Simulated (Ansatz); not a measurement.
Consider a crystal of CdTe in space group P4_322 (No. 95), with Cd on 4b; Te on 4a. The cell of CdTe is invented: 4-connected net, two elements alternating.

The calculation used Ansatz, DFT PBE, scalar-relativistic, plane waves, PAW. Cutoff 420 eV, Γ-centred mesh, Gaussian smearing, no spin polarisation.

Energies over the elements count from the elements' standard structures at the same level, with no fitted energy shifts.

**Question.** Predict the relaxed structure.

**Answer.**

Space group P4_322 (No. 95). a = 4.798 Å, b = 4.798 Å, c = 11.513 Å, α = 90.00°, β = 90.00°, γ = 90.00°
```json
{"atom": "Cd", "site": "4b", "symmetry": ".2.", "x": "0.1420", "y": "0.5000", "z": "0.2500"}
{"atom": "Te", "site": "4a", "symmetry": ".2.", "x": "0.0000", "y": "0.5254", "z": "0.5000"}
```

Cd is surrounded by 4 Te at 2.88–2.96 Å; Te is surrounded by 4 Cd at 2.88–2.96 Å. Another local minimum with the same sites may exist.

**Question.** And its energy and gap?

**Answer.** The formation energy is −0.254 eV/atom and the gap on the 8×8×4 mesh of the 8-atom cell is 0.07 eV. A negative formation energy is needed for stability but isn't enough: competing phases decide.

The last run used Gaussian smearing of 0.01 eV. Spin–orbit coupling, which can matter for Te, is left out. The reference form of Te is held partly by dispersion forces, which this level lacks. Small gaps are read on the mesh alone, and bands can cross between its points. A structure relaxed within its symmetry needn't be a true minimum.
